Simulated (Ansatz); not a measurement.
# AlP, space group F-43m: an optical spectrum

Program: the Ansatz DFT code, driven from Python.

`alp.cif`
```cif
data_AlP
_cell_length_a 3.854439
_cell_length_b 3.854439
_cell_length_c 3.854439
_cell_angle_alpha 60.00000
_cell_angle_beta 60.00000
_cell_angle_gamma 60.00000
_symmetry_space_group_name_H-M 'P 1'
_symmetry_Int_Tables_number 1
loop_
_symmetry_equiv_pos_as_xyz
'x, y, z'
loop_
_atom_site_label
_atom_site_type_symbol
_atom_site_fract_x
_atom_site_fract_y
_atom_site_fract_z
Al1 Al    0.000000    0.000000    0.000000
P2 P    0.250000    0.250000    0.250000
```

Notebook, run cell by cell (the value of a cell's last expression is shown):

In [1]:
```python
import ansatz as az
from ase.io import read
import matplotlib.pyplot as plt
import numpy as np
```

In [2]:
```python
config = {
    'functional': 'revpbe',
    'vdw': 'd3bjatm',
    'cutoff': 530,
    'smearing': 'fixed',
}
```

In [3]:
```python
atoms = read('alp.cif')
crystal = az.Crystal.from_ase(atoms)
```

In [4]:
```python
calc = (
    crystal.calculation()
    .functional(config['functional'], dispersion=config['vdw'])
    .basis(config['cutoff'])
    .kpoints(7)
    .occupations(config['smearing'])  # whole-number filling, right only where there is a gap
    .optics(energy_step=0.1, nscf_kmesh=(7, 7, 7), scissors=1.0)
)
done = calc.run(threads=1, backend='cpu')
spectra = done.optics()
energy, filling = np.asarray(spectra.photon_energy_ev), spectra.band_filling
gapped = filling.kind == 'insulating'
eps1 = np.asarray(filling.eps1 if gapped else filling.eps1_interband)[:3].mean(axis=0)
eps2 = np.asarray(filling.eps2 if gapped else filling.eps2_interband)[:3].mean(axis=0)
print('filling:', filling.kind, '- valid up to', round(spectra.valid_up_to_ev, 2), 'eV,', spectra.n_bands, 'bands')
top = min(12, spectra.valid_up_to_ev)
# mean of xx, yy and zz; between bands only where the bands are partly filled
shown = energy <= top
plt.figure(figsize=(4.8, 3.2))
plt.plot(energy[shown], eps1[shown], label='eps1')
plt.plot(energy[shown], eps2[shown], label='eps2')
plt.xlabel('photon energy (eV)')
plt.legend()
plt.tight_layout()
plt.savefig('optics.png', dpi=100)
peak = int(np.argmax(np.where(shown & (energy > 0.3), eps2, 0)))
print(f'strongest absorption at {energy[peak]:.2f} eV, eps2 = {eps2[peak]:.2f}')
if gapped:
    print('eps_inf, bands beyond those summed included:', np.round(filling.eps_inf[:3], 3))
print('f-sum electrons:', np.round(filling.get('f_sum_n_eff'), 3))
```
```text
filling: insulating - valid up to 5.3 eV, 8 bands
strongest absorption at 5.20 eV, eps2 = 21.27
eps_inf, bands beyond those summed included: [7.291 7.291 7.291]
f-sum electrons: [6.169 6.169 6.169]
```

Reading the output:
- The settings weren't tested for convergence.
- Of the deposited cell: the entry's cell lengths or inner coordinates differ somewhat from later room-temperature determinations.
- The empty bands are shifted up by the scissors value typed.
- The starting cell is as deposited in a crystallographic database; the results hold for this polymorph, which needn't be the stable one.
- Independent-particle spectra on Kohn-Sham bands hold no excitons, and semilocal gaps are too small.
- The whole script took 8.8 s on 1 thread of Arm Neoverse V1, with other jobs on the host, peak memory 0.47 GiB.
